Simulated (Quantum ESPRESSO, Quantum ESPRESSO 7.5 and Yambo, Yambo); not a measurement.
**Sb (buckled honeycomb monolayer): a self-consistent loop beyond G0W0, cycle by cycle**

Aim: iterate the self-energy on Sb (buckled honeycomb monolayer) and follow the gap from cycle to cycle.

Main program and level: Quantum ESPRESSO 7.5 and Yambo 5.3.0; PBE and many-body steps on it, plane waves.

**What was measured.**

- Gap 2.21 eV: optical gap from PL emission peak; photoluminescence, 355 nm excitation; monolayer (antimonene on antimony oxide after hydrogen reduction) (“Ultrathin high-κ antimony oxide single crystals”, 2020, pmc:7237679).

### Step 1. Set-up

The cell holds 2 atoms: 2 Sb. Its edges and angles: a = 4.127 Å, b = 4.127 Å, c = 14.000 Å, α = 90.0°, β = 90.0°, γ = 120.0°. Vacuum lies along c.

The structure was relaxed with PBE. The runs that relaxed it are not among those shown. Spin-orbit coupling is left out unless a step names it.

### Step 2. Empty states on the mesh, 6×6×1 mesh, 120 bands

This step: Quantum ESPRESSO 7.5; DFT, PBE, plane waves, norm-conserving pseudopotentials.

The sums over transitions need many empty states on a uniform mesh; this step solves for them.

The input, pw.in:

```
&control
  calculation = 'nscf'
  prefix = 'x'
  outdir = 'o'
  pseudo_dir = 'pseudo'
/
&system
  ibrav = 0
  nat = 2
  ntyp = 1
  ecutwfc = 88.0
  nbnd = 120
  force_symmorphic = .true.
/
&electrons
  conv_thr = 1e-9
  electron_maxstep = 80
  diago_full_acc = .true.
  diago_thr_init = 5e-6
/
ATOMIC_SPECIES
  Sb 121.76 Sb.upf
CELL_PARAMETERS angstrom
  4.1272254436 0.0000000001 0.0000000000
  -2.0636127219 3.5742820813 0.0000000000
  0.0000000000 0.0000000000 14.0000000000
ATOMIC_POSITIONS crystal
  Sb 0.3333333333 0.6666666667 0.4415848827
  Sb 0.6666666667 0.3333333333 0.5584151173
K_POINTS automatic
  6 6 1 0 0 0
```

The run is started by

```bash
$ OMP_NUM_THREADS=1 mpirun -n 4 pw.x -nk 4 -in pw.in > pw.out
```

Log:

```text
Program PWSCF v.7.5 starts

     This program is part of the open-source Quantum ESPRESSO suite
     for quantum simulation of materials; please cite
         "P. Giannozzi et al., J. Phys.:Condens. Matter 21 395502 (2009);
         "P. Giannozzi et al., J. Phys.:Condens. Matter 29 465901 (2017);
         "P. Giannozzi et al., J. Chem. Phys. 152 154105 (2020);
     in publications or presentations arising from this work. More details at

     Atomic positions and unit cell read from directory:
     o/x.save/

     Message from routine setup:
[...]
-143.8140-143.8136 -96.7855 -96.7846 -96.7820 -96.7810 -96.7388 -96.7367
[...]
[... 3 further rows ...]
    31.3179  31.7369  31.7937  31.9415  32.4510  32.7371  32.8635  32.9201
    33.4498  33.8022  34.0262  34.3666  34.4880  34.9453  35.2744  35.5158

          k = 0.0000-0.5774 0.0000 ( 19432 PWs)   bands (ev):

     [... further k-points ...]

     highest occupied, lowest unoccupied level (ev):    -0.0917    1.2219

     XML data file, pseudopotentials, collected wavefunctions

=------------------------------------------------------------------------------=
   JOB DONE.
=------------------------------------------------------------------------------=
```

Wall time 45 s (4 MPI ranks of Arm Neoverse V1, shared host); peak memory 1.1 GiB.

Numbers from this step:

| Item | Value |
| --- | --- |
| gap | 1.314 eV |
| k of the valence top | 0, 0, 0 |
| k of the conduction bottom | 0, 0.3333, 0 |
| least direct gap | 1.578 eV |
| k points computed | 7 |
| lowest point of the top converged band, above the valence top | 34.28 eV |

On this mesh the gap is 1.314 eV.

The density comes from a self-consistent run that is not shown.

### Step 3. Conversion and set-up

This step: Yambo 5.3.0; conversion and set-up on PBE, plane waves, norm-conserving pseudopotentials.

The states are converted to the many-body program's format and the q mesh is built.

The run is started by

```bash
$ (cd o/x.save; p2y > p2y.log; mv SAVE ../..); yambo > setup.log
```

Log:

```text
 Yambo, version 5.3.0

 [02] CORE Variables Setup
 =========================

  [02.01] Unit cells
  ==================

  Cell kind             :  HCP
  Atoms in the cell     :  Sb
  number of Sb atoms    :  2

  List of atomic masses
  Mass of Sb    :  121.7600

  List of atomic coordinates    : [cc]
  Sb1       : -0.51595E-09   4.5029       11.683      order 1
  Sb2       :   3.89966   2.25147  14.77352  order 2

  Alat factors          :   7.79933   6.75441  26.45617 [a.u.]
  Direct lattice volume :   1393.71    [a.u.]
  Direct lattice vectors:  A[ 1 ]  A[ 2 ]  A[ 3 ]
[...]
BZ  Q-points                                      :   36

 K/Q-points units:
 rlu = crystal or reduced units; cc = cartesian coordinates; iku = interal k-units

 Q [1]          [rlu]:  0.000000  0.000000  0.000000
 Q [2]          [rlu]: -0.42332E-17  0.16667       0.0000
 Q [3]          [rlu]: -0.84664E-17  0.33333       0.0000
 Q [4]          [rlu]:  0.12700E-16 -0.50000       0.0000
 Q [5]          [rlu]:  0.166667  0.166667  0.000000
 Q [6]          [rlu]:  0.166667  0.333333  0.000000
 Q [7]          [rlu]:  0.333333  0.333333  0.000000

  [03.01] X indexes
  =================

   [03.01.01] Sigma indexes
   ========================

 [06] Game Over & Game summary
```

Run time: 2.7 s. Hardware: 1 MPI rank; peak memory 0.26 GiB.

### Step 4. G0W0

G0W0 replaces the xc potential by the self-energy, built once from these orbitals. Only a window of levels is corrected, while the sums run over the empty bands that the input names.

This step: G0W0 on PBE, plane waves, norm-conserving pseudopotentials.

The input, gw1.in:

```
HF_and_locXC
gw0
dyson
ppa
em1d
rim_cut
rim_w
RandQpts= 3000000
RandGvec= 100 RL
CUTGeo= "slab z"
RandGvecW= 9 RL
EXXRLvcs= 88 Ry
VXCRLvcs= 352 Ry
Chimod= "HARTREE"
% BndsRnXp
 1 | 120 |
%
NGsBlkXp= 8 Ry
% LongDrXp
 1 | 1 | 0 |
%
% GbndRnge
 1 | 120 |
%
DysSolver= "n"
ExtendOut
PPAPntXp= 27.21138 eV
% QPkrange
 1 | 7 | 19 | 27 |
%
```

The run is started by

```bash
$ OMP_NUM_THREADS=1 mpirun -n 4 yambo -F gw1.in -J gw1 -C gw1 > gw1.log
```

Log:

```text
 Yambo, version 5.3.0

 [02] CORE Variables Setup
 =========================

  [... cell, symmetries and grids as in the set-up ...]

  [02.05] Energies & Occupations
  ==============================

  [X] === General ===
  [X] Electronic Temperature                        :  0.000000  0.000000 [eV K]
  [X] Bosonic    Temperature                        :  0.000000  0.000000 [eV K]
  [X] Finite Temperature mode                       : no
  [X] El. density                                   :  0.22273E+24 [cm-3]
  [X] Fermi Level                                   : -0.091652 [eV]

  [X] === Gaps and Widths ===
  [X] Conduction Band Min                           :  1.313505 [eV]
  [X] Valence Band Max                              :  0.000000 [eV]
  [X] Filled Bands                                  :  23
  [X] Empty Bands                                   :   24  120
  [X] Direct Gap                                    :  1.577658 [eV]
  [X] Direct Gap localized at k                     :  1
  [X] Indirect Gap                                  :  1.313505 [eV]
  [X] Indirect Gap between kpts                     :  1  3
  [X] Last valence band width                       :  1.770319 [eV]
  [X] 1st conduction band width                     :  0.892837 [eV]

 [03] Transferred momenta grid and indexing
 ==========================================

 IBZ Q-points                                      :   7
 BZ  Q-points                                      :   36

 K/Q-points units:
 rlu = crystal or reduced units; cc = cartesian coordinates; iku = interal k-units

 Q [1]          [rlu]:  0.000000  0.000000  0.000000
 Q [2]          [rlu]: -0.42332E-17  0.16667       0.0000
 Q [3]          [rlu]: -0.84664E-17  0.33333       0.0000
 Q [4]          [rlu]:  0.12700E-16 -0.50000       0.0000
 Q [5]          [rlu]:  0.166667  0.166667  0.000000
 Q [6]          [rlu]:  0.166667  0.333333  0.000000
 Q [7]          [rlu]:  0.333333  0.333333  0.000000

 [04] Coloumb potential Random Integration (RIM)
 ===============================================

 Performing RIM of v_slab

  [04.01] RIM initialization
  ==========================

  * Diagonal components only detected *

  8 x (sBL volume)        :  0.039551 [a.u.]
  sBZ random points       :  3000000
  Points outside the sBZ  :  24000829
  RL volume               :  0.177979 [a.u.]
  Integrated volume       :  0.177973 [a.u.]

  [04.02] RIM integrals
  =====================

  Gamma point sphere radius             :  0.036404 [a.u.]
  Points outside the sphere             :  2398884
  [Int_sBZ(q=0) 1/q^2]*(Vol_sBZ)^(-1/3) =:  7.385819
                                 should be <:  7.795600

  Summary of Coulomb integrals for non-metallic bands |Q|[au] RIM/Bare

  Q [1] 0.100000E-4 0.947434 * Q [2] 0.155039 0.953725
  Q [5] 0.268535 1.010255 * Q [3] 0.310078 1.014225
  Q [6] 0.410195 1.014662 * Q [4] 0.465117 1.013136
  Q [7] 0.537071 1.010659
  Non-periodic chartesian directions : none
  Optical renormalization            :  26.45617 [au]
  Polarizability dimension           : length

 [05] Coloumb potential CutOffslab
 =================================

 Cut directionsZ
 Slab Cutoff:Z
 Symmetry test passed : yes

 [06] Dipoles
 ============

  [06.01] Setup: observables and procedures
  =========================================

 [07] Dynamic Dielectric Matrix (PPA)
 ====================================

 [WR./gw1//ndb.pp]---------------------------------------------------------------
  Brillouin Zone Q/K grids (IBZ/BZ)                :    7   36    7   36
  RL vectors                                       :  22895 [WF]
  Coulomb cutoff potential                         : slab z
  Electronic Temperature                           :  0.000000 [K]
  Bosonic    Temperature                           :  0.000000 [K]
  PPA    diel. fun.  energies                      : Perdew, Burke & Ernzerhof(X)+Perdew, Burke & Ernzerhof(C)
  wavefunctions                                    : Perdew, Burke & Ernzerhof(X)+Perdew, Burke & Ernzerhof(C)
[...]
<22|nlXC|22> = -13.64658 -0.15172E-19 <22|lXC|22> = -12.65901 -0.94408E-16
 <23|nlXC|23> = -13.64659  0.11341E-16 <23|lXC|23> = -12.65900  0.37763E-15
 <24|nlXC|24> = -7.883624  0.47062E-18 <24|lXC|24> = -11.39978 -0.56645E-15
[...]
Corrections @ K [2] :  [eV]
[...]
Corrections @ K [3] :  [eV]
[...]
Corrections @ K [4] :  [eV]
[...]
Corrections @ K [5] :  [eV]
[...]
Corrections @ K [6] :  [eV]
[...]
Corrections @ K [7] :  [eV]
[...]
<25|nlXC|25> = -6.302821 -0.17209E-17 <25|lXC|25> = -10.30715  0.47204E-16
 <26|nlXC|26> = -6.302823  0.10334E-18 <26|lXC|26> = -10.30715  0.94408E-16
 <27|nlXC|27> = -2.041302 -0.11369E-17 <27|lXC|27> = -5.142972  0.70806E-16

  [08.01] Hartree-Fock occupations report
  =======================================

  [Hartree-Fock] === General ===
  [Hartree-Fock] Electronic Temperature             :  0.000000  0.000000 [eV K]
  [Hartree-Fock] Bosonic    Temperature             :  0.000000  0.000000 [eV K]
  [Hartree-Fock] Finite Temperature mode            : no
  [Hartree-Fock] El. density                        :  0.22273E+24 [cm-3]
  [Hartree-Fock] Fermi Level                        : -0.091652 [eV]

  [Hartree-Fock] === Gaps and Widths ===
  [Hartree-Fock] Conduction Band Min                :  4.380212 [eV]
  [Hartree-Fock] Valence Band Max                   : -0.987592 [eV]
  [Hartree-Fock] Filled Bands                       :  23
  [Hartree-Fock] Empty Bands                        :   24  120
  [Hartree-Fock] Direct Gap                         :  6.081403 [eV]
  [Hartree-Fock] Direct Gap localized at k          :  1
  [Hartree-Fock] Indirect Gap                       :  5.367804 [eV]
  [Hartree-Fock] Indirect Gap between kpts          :  1  3
  [Hartree-Fock] Last valence band width            :  2.885125 [eV]
  [Hartree-Fock] 1st conduction band width          :  1.167853 [eV]

 [09] Dyson equation: Newton solver
 ==================================

  [09.01] RIM-W interpolation
  ===========================

  [WARNING] RIM-W works only for 2D semiconductors with slab cutoff
  Found compatible q grid: 2D
  q_min[ 1 ]:  0.16667      0.25476E-11   0.0000     [rlu]
   0.166667  0.083333  0.000000 [iku]
  q_min[ 2 ]:  0.42332E-17  0.16667       0.0000     [rlu]
  -0.46629E-11  0.16667       0.0000     [iku]
  G-vectors :  13
  G-vectors loaded:  139
  Number of interpolated frequencies:  2

  Evaluating coefficients q = 0
  Evaluating coefficients q = 0

  [09.02] RIM-W integrals
  =======================

  8 x (sBL volume)        :  0.039551 [a.u.]
  sBZ random points       :  3000000
  Points outside the sBZ  :  24000829
  RL volume               :  0.177979 [a.u.]
  Integrated volume       :  0.177973 [a.u.]

  [09.03] RIM integrals
  =====================

  Comparison between head Wc = W - v averages: < Wc > [au] RIM-W/RIM

   < -Wc [Q = 1] > 0.345787E-1 0.528966E-4 * < -Wc [Q = 2] > 0.005608 0.005456
   < -Wc [Q = 3] > 0.001111 0.001090 * < -Wc [Q = 4] > 0.380570E-3 0.376411E-3
   < -Wc [Q = 5] > 0.001608 0.001576 * < -Wc [Q = 6] > 0.543566E-3 0.538364E-3
   < -Wc [Q = 7] > 0.256464E-3 0.254854E-3

  Comparison between head Wc = W - v averages: < Wc > [au] RIM-W/RIM

   < -Wc [G = 1,G`=0] > 0.345787E-1 0.528966E-4 * < -Wc [G = 2,G`=0] >-0.001568 0.000000
   < -Wc [G = 3,G`=0] >-0.001568 0.000000 * < -Wc [G = 4,G`=0] > 0.194661E-4  0.00000
   < -Wc [G = 5,G`=0] > 0.194519E-4  0.00000 * < -Wc [G = 6,G`=0] > 0.693057E-4  0.00000
   < -Wc [G = 7,G`=0] > 0.693226E-4  0.00000 * < -Wc [G = 8,G`=0] >-0.465972E-5  0.00000
   < -Wc [G = 9,G`=0] >-0.513427E-5  0.00000 * < -Wc [G = 10,G`=0] >-0.464600E-5  0.00000
   < -Wc [G = 11,G`=0] >-0.483719E-5  0.00000 * < -Wc [G = 12,G`=0] >-0.509996E-5  0.00000
   < -Wc [G = 13,G`=0] >-0.481452E-5  0.00000

 [10] G0W0 (W PPA)
 =================

 [  GW  ] Bands range     :    1  120
 [GW/PPA] G damping       :  0.100000 [eV]

 QP @ state[ 1 ] K range:   1   7
 QP @ state[ 1 ] b range:  19  27

  Sc/G bands                                       :    1  120
  Sc/G damping                                     :  0.100000 ev
  Sc bands terminator                              : no
  Sx RL components                                 :  19465

  QP @ state[ 1 ] K range                          :   1   7
  QP @ state[ 1 ] b range                          :  19  27
  GF energies kind                                 : Perdew, Burke & Ernzerhof(X)+Perdew, Burke & Ernzerhof(C)
  GF WF`s kind                                     : Perdew, Burke & Ernzerhof(X)+Perdew, Burke & Ernzerhof(C)
  Xs energies kind                                 : Perdew, Burke & Ernzerhof(X)+Perdew, Burke & Ernzerhof(C)
  Xs WF`s kind                                     : Perdew, Burke & Ernzerhof(X)+Perdew, Burke & Ernzerhof(C)

 [14] Game Over & Game summary
```

Run time: 19 min. Hardware: 4 MPI ranks; peak memory 4.3 GiB.

Numbers from this step:

- G0W0 gap on the mesh: 2.099 eV
- starting gap on the mesh: 1.314 eV
- k of the valence top: 0, 0, 0
- k of the conduction bottom: 0, 0.3333, 0
- least direct G0W0 gap on the computed points: 2.609 eV
- Z at the valence top: 0.7331
- Z at the conduction bottom: 0.7382

The gap on the mesh goes from 1.31 eV to 2.10 eV, a correction of +0.79 eV.

### Step 5. evGW0, cycle 1

This step: evGW0 on PBE, plane waves, norm-conserving pseudopotentials.

gw2.in, as its differences from gw1.in of step 4:

```diff
@@ -30 +30,2 @@
 %
+GfnQPdb= "E < ./gw1/ndb.QP"
```

The run is started by

```bash
$ OMP_NUM_THREADS=1 mpirun -n 4 yambo -F gw2.in -J gw2,gw1_W -C gw2 > gw2.log
```

Log:

```text
 Yambo, version 5.3.0

 [02] CORE Variables Setup
 =========================

  [... cell, symmetries and grids as in the set-up ...]

  [02.05] Energies & Occupations
  ==============================

  [X] === General ===
  [X] Electronic Temperature                        :  0.000000  0.000000 [eV K]
  [X] Bosonic    Temperature                        :  0.000000  0.000000 [eV K]
  [X] Finite Temperature mode                       : no
  [X] El. density                                   :  0.22273E+24 [cm-3]
  [X] Fermi Level                                   : -0.091652 [eV]

  [X] === Gaps and Widths ===
  [X] Conduction Band Min                           :  1.313505 [eV]
  [X] Valence Band Max                              :  0.000000 [eV]
  [X] Filled Bands                                  :  23
  [X] Empty Bands                                   :   24  120
  [X] Direct Gap                                    :  1.577658 [eV]
  [X] Direct Gap localized at k                     :  1
  [X] Indirect Gap                                  :  1.313505 [eV]
  [X] Indirect Gap between kpts                     :  1  3
  [X] Last valence band width                       :  1.770319 [eV]
  [X] 1st conduction band width                     :  0.892837 [eV]

 [03] Transferred momenta grid and indexing
 ==========================================

 IBZ Q-points                                      :   7
 BZ  Q-points                                      :   36

 K/Q-points units:
 rlu = crystal or reduced units; cc = cartesian coordinates; iku = interal k-units

 Q [1]          [rlu]:  0.000000  0.000000  0.000000
 Q [2]          [rlu]: -0.42332E-17  0.16667       0.0000
 Q [3]          [rlu]: -0.84664E-17  0.33333       0.0000
[...]
[G+QP] Indirect Gap                               :  2.099085 [eV]
  [G+QP] Indirect Gap between kpts                  :  1  3
  [G+QP] Last valence band width                    :  2.016047 [eV]
  [G+QP] 1st conduction band width                  :  0.956705 [eV]

  [coarse-grid] Minimum Bare Gap        [ev]:  1.313505
  [coarse-grid] Minimum Gap Correction  [ev]:  0.785580

  Eqp @ K [1]
  -137.7832 -137.7825  -92.7820  -92.7820  -92.7782  -92.7782  -92.7383  -92.7348
  -27.57812 -27.57812 -27.51065 -27.51065 -27.46913 -27.41031 -27.41031 -27.37710
   -27.3355     -27.3355     -10.9624     -6.26180    -0.900095      0.00000    -0.994929E-4   2.60870
[...]
Eqp @ K [2]
[...]
Eqp @ K [3]
[...]
Eqp @ K [4]
[...]
Eqp @ K [5]
[...]
Eqp @ K [6]
[...]
Eqp @ K [7]
[...]
8.56819   8.95027   8.95027   9.15781  10.94547  10.94547  11.25719  11.37289
   11.37289  11.82688  12.67765  13.20084  13.20084  15.16495  15.16495  15.71317

 [08] Dipoles
 ============

  [08.01] Setup: observables and procedures
  =========================================

 [09] Dynamic Dielectric Matrix (PPA)
 ====================================

  Sc/G bands                                       :    1  120
  Sc/G damping                                     :  0.100000 ev
  Sc bands terminator                              : no
  Sx RL components                                 :  19465

  QP @ state[ 1 ] K range                          :   1   7
  QP @ state[ 1 ] b range                          :  19  27
  GF energies kind                                 : Perdew, Burke & Ernzerhof(X)+Perdew, Burke & Ernzerhof(C)+ E < ./gw1/ndb.QP + @E Fit
  GF WF`s kind                                     : Perdew, Burke & Ernzerhof(X)+Perdew, Burke & Ernzerhof(C)
  Xs energies kind                                 : Perdew, Burke & Ernzerhof(X)+Perdew, Burke & Ernzerhof(C)
  Xs WF`s kind                                     : Perdew, Burke & Ernzerhof(X)+Perdew, Burke & Ernzerhof(C)

 [16] Game Over & Game summary
```

Wall time 15 min (4 MPI ranks); peak memory 4.4 GiB; 61 min of CPU time.

This step gave:

| Quantity | Value |
| --- | --- |
| quasiparticle gap on the mesh | 2.237 eV |
| gap of the density functional on the mesh | 1.314 eV |
| k of the valence top | 0, 0, 0 |
| k of the conduction bottom | 0, 0.3333, 0 |
| least direct quasiparticle gap on the computed points | 2.785 eV |
| Z at the valence top | 0.7359 |
| Z at the conduction bottom | 0.7708 |

Against G0W0 in Yambo (6×6×1 mesh, 120 bands, screening to 108.8 eV, Godby-Needs plasmon pole), the gap moves by +0.138 eV.

The program's own table gives 2.417 eV, which is too large where the input levels are shifted: this version takes Σc at the unshifted level E₀, yet steps from the shifted one. The value above is the Newton step from E₀, E₀ + Z(Σc + Σx − Vxc), rebuilt from the printed columns.

[end of part 1 of 2]

[Paths, hosts, dates, memory and timing lines, banners, echoed tables and standing remarks are left out of the program output.]

[Logs are printed without paths, hosts, clocks, repeated set-up lines and the standing remarks that a program may print on its own settings, such as how far it seeks lower states.]

[Runs of the session that timed out or met a known fault of the program may be left out.]

[Hosts, paths, dates, database ids (printed as entryN), source tags and the programs' standing remarks are cut or masked in the printed files.]
